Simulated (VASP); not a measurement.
# Te4Mo3 (R-3) in VASP: notebook

Runs on Te4Mo3. Level: PBEsol. Tasks: relaxation of cell and atoms.

Everything below comes from runs of VASP 6.6.1. Logs are shortened: lines on timing, memory, paths and dates and some standing lists are left out, and cuts for length are marked.

### 1 Starting point

The structure is trigonal, space group R-3 (No. 148). Conventional cell: a = 10.179 Å, b = 10.179 Å, c = 11.674 Å, α = 90.00°, β = 90.00°, γ = 120.00°. Te (site symmetry 3) is surrounded by 3 Mo at 2.73 Å. Te (site symmetry 1) has 4 Mo at 2.72 to 2.82 Å as nearest neighbours. Mo (site symmetry 1) has 4 Mo at 2.70 to 2.79 Å and 5 Te at 2.72 to 2.82 Å as nearest neighbours.

### 2 Relaxation of cell and atoms, PBEsol

INCAR reads:

```
  PREC = Accurate
  ENCUT = 600
  EDIFF = 1E-6
  ISMEAR = 1
  SIGMA = 0.1
  LREAL = False
  LASPH = True
  NELM = 80
  ALGO = Normal
  ISIF = 3
  LWAVE = False
  LCHARG = False
  GGA = PS
  IBRION = 2
  NSW = 90
  EDIFFG = -0.01
  KPAR = 4
```

KPOINTS reads:

```
regular mesh
0
Gamma
  5 5 5
```

POSCAR reads:

```
Te4Mo3
1.0
    5.0895000000      2.9384241950      3.8913333333
   -5.0895000000      2.9384241950      3.8913333333
    0.0000000000     -5.8768483901      3.8913333333
Te Mo
8 6
Direct
    0.2911200000      0.2911200000      0.2911200000
    0.7088800000      0.7088800000      0.7088800000
    0.8774200000      0.6185600000      0.2449900000
    0.2449900000      0.8774200000      0.6185600000
    0.6185600000      0.2449900000      0.8774200000
    0.1225800000      0.3814400000      0.7550100000
    0.7550100000      0.1225800000      0.3814400000
    0.3814400000      0.7550100000      0.1225800000
    0.9552100000      0.2599100000      0.0815200000
    0.0815200000      0.9552100000      0.2599100000
    0.2599100000      0.0815200000      0.9552100000
    0.0447900000      0.7400900000      0.9184800000
    0.9184800000      0.0447900000      0.7400900000
    0.7400900000      0.9184800000      0.0447900000
```

Potentials or basis: VASP PAW PBE potentials, release 64 (Te, Mo_sv).

Launch:

```sh
cat potpaw_PBE.64/Te/POTCAR potpaw_PBE.64/Mo_sv/POTCAR > POTCAR
mpirun -np 4 vasp_std > vasp.out
```

OUTCAR:

```text
PREC = Accurate
   ENCUT = 600
   EDIFF = 1E-6
   ISMEAR = 1
   LREAL = False
   LASPH = True
   NELM = 80
   ISIF = 3
   GGA = PS
   IBRION = 2
   NSW = 90
   EDIFFG = -0.01

 ion  position               nearest neighbor table
   1  0.291  0.291  0.291-  10 2.73   9 2.73  11 2.73   8 3.57   7 3.57   6 3.57
   2  0.709  0.709  0.709-  13 2.73  12 2.73  14 2.73   5 3.57   4 3.57   3 3.57
   3  0.877  0.619  0.245-  10 2.72  14 2.78  12 2.78   9 2.82   2 3.57
   4  0.245  0.877  0.619-  11 2.72  12 2.78  13 2.78  10 2.82   2 3.57
   5  0.619  0.245  0.877-   9 2.72  13 2.78  14 2.78  11 2.82   2 3.57
   6  0.123  0.381  0.755-  13 2.72  11 2.78   9 2.78  12 2.82   1 3.57
   7  0.755  0.123  0.381-  14 2.72   9 2.78  10 2.78  13 2.82   1 3.57
   8  0.381  0.755  0.123-  12 2.72  10 2.78  11 2.78  14 2.82   1 3.57
   9  0.955  0.260  0.082-  10 2.70  11 2.70   5 2.72   1 2.73   7 2.78   6 2.78  14 2.79  13 2.79
                             3 2.82
  10  0.082  0.955  0.260-  11 2.70   9 2.70   3 2.72   1 2.73   8 2.78   7 2.78  14 2.79  12 2.79
                             4 2.82
  11  0.260  0.082  0.955-  10 2.70   9 2.70   4 2.72   1 2.73   6 2.78   8 2.78  12 2.79  13 2.79
                             5 2.82
  12  0.045  0.740  0.918-  13 2.70  14 2.70   8 2.72   2 2.73   4 2.78   3 2.78  11 2.79  10 2.79
                             6 2.82
  13  0.918  0.045  0.740-  14 2.70  12 2.70   6 2.72   2 2.73   5 2.78   4 2.78  11 2.79   9 2.79
                             7 2.82
  14  0.740  0.918  0.045-  13 2.70  12 2.70   7 2.72   2 2.73   3 2.78   5 2.78   9 2.79  10 2.79
                             8 2.82

  LATTYP: Found a trigonal (rhomboedric) cell.
 ALAT       =     7.0483914555
 COS(alpha) =    -0.0427980274

  Lattice vectors:

 A1 = (   5.0895000000,   2.9384241950,   3.8913333333)
 A2 = (  -5.0895000000,   2.9384241950,   3.8913333333)
 A3 = (   0.0000000000,  -5.8768483901,   3.8913333333)

Analysis of symmetry for initial positions (statically):
=====================================================================
 Subroutine PRICEL returns:
 Original cell was already a primitive cell.

 Routine SETGRP: Setting up the symmetry group for a
 trigonal (rhombohedral) supercell.

 Subroutine GETGRP returns: Found  6 space group operations
 (whereof  6 operations were pure point group operations)
 out of a pool of 12 trial point group operations.

The static configuration has the point symmetry S_6 .

Analysis of symmetry for dynamics (positions and initial velocities):
=====================================================================
 Subroutine PRICEL returns:
 Original cell was already a primitive cell.

 Routine SETGRP: Setting up the symmetry group for a
 trigonal (rhombohedral) supercell.

 Subroutine GETGRP returns: Found  6 space group operations
 (whereof  6 operations were pure point group operations)
 out of a pool of 12 trial point group operations.

The dynamic configuration has the point symmetry S_6 .

 Subroutine INISYM returns: Found  6 space group operations
 (whereof  6 operations are pure point group operations),
 and found     1 'primitive' translations

----------------------------------------------------------------------------------------

                                     Primitive cell

  volume of cell :     349.1719

  direct lattice vectors                    reciprocal lattice vectors
     5.089500000  2.938424195  3.891333333     0.098241478  0.056719744  0.085660442
    -5.089500000  2.938424195  3.891333333    -0.098241478  0.056719744  0.085660442
     0.000000000 -5.876848390  3.891333333     0.000000000 -0.113439487  0.085660442

  length of vectors
     7.048391456  7.048391456  7.048391456     0.142148614  0.142148614  0.142148614

  position of ions in fractional coordinates (direct lattice)
     0.291120000  0.291120000  0.291120000
     0.708880000  0.708880000  0.708880000
     0.877420000  0.618560000  0.244990000
     0.244990000  0.877420000  0.618560000
     0.618560000  0.244990000  0.877420000
     0.122580000  0.381440000  0.755010000
     0.755010000  0.122580000  0.381440000
     0.381440000  0.755010000  0.122580000
     0.955210000  0.259910000  0.081520000
     0.081520000  0.955210000  0.259910000
[... 44 lines left out ...]
 ===========================================

 Found     23 irreducible k-points:

 Following reciprocal coordinates:
            Coordinates               Weight
  0.000000  0.000000  0.000000      1.000000
  0.200000 -0.000000 -0.000000      6.000000
  0.400000  0.000000  0.000000      6.000000
  0.200000  0.200000 -0.000000      6.000000
  0.400000  0.200000  0.000000      6.000000
 -0.400000 -0.000000 -0.200000      6.000000
[... 15 lines left out ...]
  0.400000  0.400000  0.400000      2.000000
 -0.400000  0.400000  0.400000      6.000000
   k-points           NKPTS =     23   k-points in BZ     NKDIM =     23   number of bands    NBANDS=     79
   number of dos      NEDOS =    301   number of ions     NIONS =     14
   total plane-waves  NPLWV = 175616
   dimension x,y,z NGX =    56 NGY =   56 NGZ =   56
   dimension x,y,z NGXF=   112 NGYF=  112 NGZF=  112
   ions per type =               8   6
   NGX,Y,Z   is equivalent  to a cutoff of  13.21, 13.21, 13.21 a.u.
   NGXF,Y,Z  is equivalent  to a cutoff of  26.42, 26.42, 26.42 a.u.
 SYSTEM =  unknown system
   PREC   = accura    normal or accurate (medium, high low for compatibility)
   ISTART =      0    job   : 0-new  1-cont  2-samecut
   ICHARG =      2    charge: 1-file 2-atom 10-const
   ISPIN  =      1    spin polarized calculation?
   LNONCOLLINEAR =      F non collinear calculations
   LSORBIT =      F    spin-orbit coupling
   LASPH  =      T    aspherical Exc in radial PAW
   ENCUT  =  600.0 eV  44.10 Ry    6.64 a.u.  14.08 14.08 14.08*2*pi/ulx,y,z
   NELM   =     80;   NELMIN=  2; NELMDL= -5     # of ELM steps
   EDIFF  = 0.1E-05   stopping-criterion for ELM
   LREAL  =      F    real-space projection
   EDIFFG = -.1E-01   stopping-criterion for IOM
   NSW    =     90    number of steps for IOM
   IBRION =      2    ionic relax: 0-MD 1-quasi-New 2-CG
   NFREE  =      1    steps in history (QN), initial steepest desc. (CG)
   ISIF   =      3    stress and relaxation
   ISYM   =      2    0-nonsym 1-usesym 2-fastsym
   POTIM  = 0.5000    time-step for ionic-motion
   TEBEG  =    0.0;   TEEND  =   0.0 temperature during run
   PSTRESS=    0.0 pullay stress
   NELECT =     132.0000    total number of electrons
   NUPDOWN=      -1.0000    fix difference up-down
   EMIN   =  10.00;   EMAX   =-10.00  energy-range for DOS
   EFERMI =   0.00;   METHOD = LEGACY
   ISMEAR =     1;   SIGMA  =   0.10  broadening in eV -4-tet -1-fermi 0-gaus
   EFERMI_NEDOS =   21; number of points for ismear=-14 and -15
   IALGO  =     38    algorithm
   IMIX   =      4    mixing-type and parameters
     AMIX     =   0.40;   BMIX     =  1.00
     AMIX_MAG =   1.60;   BMIX_MAG =  1.00
  volume/ion in A,a.u.               =      24.94       168.31
  Fermi-wavevector in a.u.,A,eV,Ry     =   1.183731  2.236927 19.064745  1.401219
  Thomas-Fermi vector in A             =   2.319960
   LORBIT       =      0    0 simple, 1 ext, 2 COOP (PROOUT), +10 PAW based schemes
   GGA     = PS    functional components
   LHFCALC =     F    Hartree Fock is set to
   AEXX    =    0.0000 exact exchange contribution
   IVDW    =     0    specifies the selected vdW correction
   LEPSILON=     F    determine dielectric tensor
   LRPA    =     F    only Hartree local field effects (RPA)
 conjugate gradient relaxation of ions
 non-spin polarized calculation
 Methfessel and Paxton  Order N= 1 SIGMA  =   0.10
  energy-cutoff  :      600.00
  volume of cell :      349.17
 maximum number of plane-waves:     11716
   NGX = 29   NGY = 29   NGZ = 29

--------------------------------------- Ionic step        1  -------------------------------------------

 number of electron     132.0000011 magnetization

 Free energy of the ion-electron system (eV)
  ---------------------------------------------------
  ext. energy  EPLUGINS =         0.00000000
  ---------------------------------------------------
  free energy    TOTEN  =      -102.45227423 eV

  energy without entropy =     -102.45330721  energy(sigma->0) =     -102.45261856

------------------------ aborting loop because EDIFF is reached ----------------------------------------

  FORCE on cell =-STRESS in cart. coord.  units (eV):
  Direction    XX          YY          ZZ          XY          YZ          ZX
  --------------------------------------------------------------------------------------
  -------------------------------------------------------------------------------------
  Total       -2.9951972     -2.9951972     -2.0758057     -0.0000028      0.0000000      0.0000000
  in kB      -13.7434796    -13.7434796     -9.5248466     -0.0000127      0.0000000      0.0000000
  external PRESSURE =     -12.3372686 kB  Pullay stress =       0.0000000 kB
[... 125 lines left out ...]
  FREE ENERGIE OF THE ION-ELECTRON SYSTEM (eV)
  ---------------------------------------------------
  free  energy   TOTEN  =      -102.4744109066 eV

  energy  without entropy=     -102.4752801597  energy(sigma->0) =     -102.47470066

[... ionic steps 4 to 27 ...]

--------------------------------------- Ionic step       28  -------------------------------------------

 number of electron     132.0000015 magnetization

------------------------ aborting loop because EDIFF is reached ----------------------------------------
[... 91 lines left out ...]
--------------------------------------- Ionic step       30  -------------------------------------------

 number of electron     132.0000015 magnetization

 Free energy of the ion-electron system (eV)
  ---------------------------------------------------
  ext. energy  EPLUGINS =         0.00000000
  ---------------------------------------------------
  free energy    TOTEN  =      -102.48307765 eV

  energy without entropy =     -102.48523656  energy(sigma->0) =     -102.48379729

 E-fermi :   7.7088     XC(G=0): -10.5453

 val. band max:        7.6970599029   @ k =   0.4000   0.0000  -0.2000
 cond. band min:       7.7312901027   @ k =  -0.4000  -0.4000   0.2000
 fundamental gap:      0.0342301998
 Fermi energy:         7.7087740799

 k-point     1 :       0.0000    0.0000    0.0000
  band No.  band energies     occupation
      1     -52.8245      2.00000
      2     -52.7203      2.00000
      3     -52.6877      2.00000
      4     -52.6877      2.00000
      5     -52.6381      2.00000
      6     -52.6381      2.00000
[... 1852 lines left out ...]
     77      10.1574      0.00000
     78      10.2227      0.00000
 [bands above 78 left out]

------------------------ aborting loop because EDIFF is reached ----------------------------------------

  FORCE on cell =-STRESS in cart. coord.  units (eV):
  Direction    XX          YY          ZZ          XY          YZ          ZX
  --------------------------------------------------------------------------------------
  -------------------------------------------------------------------------------------
  Total       -0.0940962     -0.0940962     -0.0869636     -0.0000029      0.0000000      0.0000000
  in kB       -0.4355988     -0.4355988     -0.4025800     -0.0000135      0.0000000      0.0000000
  external PRESSURE =      -0.4245925 kB  Pullay stress =       0.0000000 kB
[... 29 lines left out ...]
  FREE ENERGIE OF THE ION-ELECTRON SYSTEM (eV)
  ---------------------------------------------------
  free  energy   TOTEN  =      -102.4830776503 eV

  energy  without entropy=     -102.4852365632  energy(sigma->0) =     -102.48379729

 reached required accuracy - stopping structural energy minimisation
```

Wall time 49 min (4 MPI ranks of Intel Xeon Platinum 8488C (Sapphire Rapids), shared host); peak memory 0.85 GiB.

What came out:

- Free energy: -102.4831 eV
- Relaxed volume: 24.72 Å³/atom
- Relaxed cell: a = 7.025 Å, b = 7.025 Å, c = 7.025 Å, α = 92.02°, β = 92.02°, γ = 92.02°
- Space group after relaxing (to 0.05 Å): R-3 (No. 148)
- Energy gained by relaxing: 2.2 meV/atom
- Ionic steps: 30
- Pressure after relaxing: 0.0 GPa
- Largest force after relaxing: 0.009 eV/Å
- Band gap on the k mesh: none (metal or under the smearing width)

Forces on the atoms (eV/Å):
```
Te   0.000  0.000 -0.008
Te   0.000  0.000  0.008
Te   0.005  0.004 -0.001
Te  -0.006  0.002 -0.001
Te   0.001 -0.006 -0.001
Te  -0.005 -0.004  0.001
Te   0.006 -0.002  0.001
Te  -0.001  0.006  0.001
Mo   0.006 -0.006 -0.004
Mo   0.003  0.008 -0.004
Mo  -0.008 -0.002 -0.004
Mo  -0.006  0.006  0.004
Mo  -0.003 -0.008  0.004
Mo   0.008  0.002  0.004
```

The path:
| step | energy change (eV) | largest force (eV/Å) | pressure (GPa) | volume (Å³) |
| --- | --- | --- | --- | --- |
| 1 | 0.0000 | 0.3609 | -1.23 | 349.17 |
| 2 | 0.0427 | 0.3844 | 2.79 | 339.56 |
| 3 | -0.0221 | 0.1275 | 0.19 | 345.56 |
| 4 | -0.0274 | 0.0509 | 0.03 | 346.18 |
| 5 | -0.0277 | 0.0487 | -0.01 | 346.35 |
| 6 | -0.0283 | 0.0197 | -0.03 | 346.39 |
| 7 | -0.0283 | 0.0152 | -0.04 | 346.39 |
| 8 | -0.0286 | 0.0166 | 0.03 | 346.14 |
| 9 | -0.0287 | 0.0317 | 0.13 | 345.73 |
| 10 | -0.0288 | 0.0304 | 0.13 | 345.72 |
| 11 | -0.0290 | 0.0273 | 0.10 | 345.71 |
| 12 | -0.0293 | 0.0261 | 0.05 | 345.69 |
| 13 | -0.0292 | 0.0512 | -0.04 | 345.65 |
| 14 | -0.0293 | 0.0359 | 0.01 | 345.67 |
| 15 | -0.0295 | 0.0331 | 0.00 | 345.69 |
| 16 | -0.0298 | 0.0350 | -0.02 | 345.74 |
| 17 | -0.0299 | 0.0552 | -0.05 | 345.85 |
| 18 | -0.0300 | 0.0491 | -0.05 | 345.82 |
| 19 | -0.0302 | 0.0392 | 0.00 | 345.75 |
| 20 | -0.0304 | 0.0280 | 0.11 | 345.56 |
| 21 | -0.0306 | 0.0187 | 0.08 | 345.73 |
| 22 | -0.0307 | 0.0173 | 0.01 | 346.02 |
| 23 | -0.0307 | 0.0169 | 0.00 | 346.01 |
| 24 | -0.0307 | 0.0148 | 0.04 | 345.87 |
| 25 | -0.0307 | 0.0161 | 0.02 | 345.98 |
| 26 | -0.0307 | 0.0166 | 0.02 | 346.00 |
| 27 | -0.0308 | 0.0119 | 0.01 | 346.05 |
| 28 | -0.0308 | 0.0115 | -0.05 | 346.15 |
| 29 | -0.0308 | 0.0104 | -0.05 | 346.12 |
| 30 | -0.0308 | 0.0093 | -0.04 | 346.10 |

Final structure:
```
Te Mo
1.0
     5.05439    2.91816    3.91081
    -5.05439    2.91815    3.91081
     0.00000   -5.83631    3.91081
Te Mo
8 6
Direct
  0.28942 0.28942 0.28942
  0.71058 0.71058 0.71058
  0.87899 0.61775 0.24788
  0.24788 0.87899 0.61775
  0.61775 0.24788 0.87899
  0.12101 0.38225 0.75212
  0.75212 0.12101 0.38225
  0.38225 0.75212 0.12101
  0.95418 0.25784 0.08054
  0.08054 0.95418 0.25784
  0.25784 0.08054 0.95418
  0.04582 0.74216 0.91946
  0.91946 0.04582 0.74216
  0.74216 0.91946 0.04582
```

Levels at points of the mesh, in eV from the Fermi level:
| k point | band 62 | band 63 | band 64 | band 65 | band 66 | band 67 | band 68 | band 69 | band 70 | band 71 |
| --- | --- | --- | --- | --- | --- | --- | --- | --- | --- | --- |
| (0.00, 0.00, 0.00) | -0.93 | -0.65 | -0.20 | -0.20 | -0.09 | 0.69 | 0.69 | 1.62 | 1.62 | 1.68 |

Caveat: the PAW data sets were made with another functional, which shifts forces and pressure a little.

### 3 Relaxation of cell and atoms, PBEsol

This run uses another cell than the first one, of 24.72 Å³/atom, 0.991 times its volume.

Edit INCAR of step 2 so:

```diff
@@ -2,3 +2,3 @@
   ENCUT = 600
-  EDIFF = 1E-6
+  EDIFF = 1E-7
   ISMEAR = 1
@@ -15,3 +15,3 @@
   NSW = 90
-  EDIFFG = -0.01
+  EDIFFG = -0.005
   KPAR = 4
```

KPOINTS is that of step 2.

POSCAR reads:

```
Te4Mo3                                  
1.0
    5.0543927273      2.9181570771      3.9108149572
   -5.0543945247      2.9181539639      3.9108149572
    0.0000017974     -5.8363110411      3.9108149572
  Te              Mo            
     8     6
Direct
     0.2894173089413060    0.2894173089413060    0.2894173089413060
     0.7105826910586940    0.7105826910586940    0.7105826910586941
     0.8789929018629680    0.6177487597451921    0.2478822897310410
     0.2478822897310410    0.8789929018629681    0.6177487597451919
     0.6177487597451919    0.2478822897310410    0.8789929018629680
     0.1210070981370317    0.3822512402548082    0.7521177102689592
     0.7521177102689591    0.1210070981370317    0.3822512402548082
     0.3822512402548082    0.7521177102689591    0.1210070981370317
     0.9541803726829237    0.2578427139335994    0.0805357741506499
     0.0805357741506499    0.9541803726829238    0.2578427139335995
     0.2578427139335993    0.0805357741506498    0.9541803726829238
     0.0458196273170761    0.7421572860664005    0.9194642258493495
     0.9194642258493495    0.0458196273170761    0.7421572860664004
     0.7421572860664004    0.9194642258493496    0.0458196273170760
```

Potentials or basis: VASP PAW PBE potentials, release 64 (Te, Mo_sv).

Launch:

```sh
cat potpaw_PBE.64/Te/POTCAR potpaw_PBE.64/Mo_sv/POTCAR > POTCAR
mpirun -np 4 vasp_std > vasp.out
```

Run time: 23 min. Hardware: 4 MPI ranks of Intel Xeon Platinum 8488C (Sapphire Rapids), shared host; peak memory 0.83 GiB.

Results (log left out):

```yaml
Free_energy: -102.4823 eV
Relaxed_volume: 24.74 Å³/atom
Relaxed_cell: a = 7.027 Å, b = 7.027 Å, c = 7.027 Å, α = 91.99°, β = 91.99°, γ = 91.99°
Space_group_after_relaxing_to_0.05_Å: R-3 (No. 148)
Energy_gained_by_relaxing: 0.0 meV/atom
Ionic_steps: 15
Pressure_after_relaxing: 0.0 GPa
Largest_force_after_relaxing: 0.003 eV/Å
Band_gap_on_the_k_mesh: none (metal or under the smearing width)
```

Forces on the atoms (eV/Å):
```
Te   0.000  0.000 -0.002
Te   0.000  0.000  0.002
Te  -0.001 -0.002  0.002
Te   0.002  0.001  0.002
Te  -0.002  0.002  0.002
Te   0.001  0.002 -0.002
Te  -0.002 -0.001 -0.002
Te   0.002 -0.002 -0.002
Mo  -0.002 -0.002  0.002
Mo   0.002 -0.001  0.002
Mo   0.000  0.003  0.002
Mo   0.002  0.002 -0.002
Mo  -0.002  0.001 -0.002
Mo   0.000 -0.003 -0.002
```

Step by step:
```tsv
step	energy change (eV)	largest force (eV/Å)	pressure (GPa)	volume (Å³)
1	0.0000	0.0093	-0.03	346.10
2	0.0000	0.0100	0.07	345.85
3	0.0000	0.0058	0.01	345.98
4	0.0000	0.0054	0.01	346.01
5	-0.0001	0.0073	0.01	346.08
6	-0.0001	0.0087	0.00	346.11
7	-0.0001	0.0074	0.00	346.15
8	-0.0001	0.0060	0.00	346.19
9	-0.0001	0.0101	-0.01	346.27
10	-0.0001	0.0074	-0.01	346.24
11	-0.0002	0.0052	0.01	346.23
12	-0.0002	0.0053	0.02	346.23
13	-0.0002	0.0062	0.03	346.23
14	-0.0002	0.0056	0.02	346.23
15	-0.0002	0.0035	0.01	346.32
```

Final structure:
```
Te Mo
1.0
     5.05402    2.91794    3.91388
    -5.05402    2.91794    3.91388
     0.00000   -5.83588    3.91388
Te Mo
8 6
Direct
  0.28915 0.28915 0.28915
  0.71085 0.71085 0.71085
  0.87956 0.61750 0.24778
  0.24778 0.87956 0.61750
  0.61750 0.24778 0.87956
  0.12044 0.38250 0.75222
  0.75222 0.12044 0.38250
  0.38250 0.75222 0.12044
  0.95393 0.25755 0.08070
  0.08070 0.95393 0.25755
  0.25755 0.08070 0.95393
  0.04607 0.74245 0.91930
  0.91930 0.04607 0.74245
  0.74245 0.91930 0.04607
```

Levels at points of the mesh, in eV from the Fermi level:
```csv
k point,band 64,band 65,band 66,band 67,band 68,band 69
"(0.00, 0.00, 0.00)",-0.20,-0.20,-0.10,0.69,0.69,1.62
```

Caveat: the PAW data sets were made with another functional, which shifts forces and pressure a little.
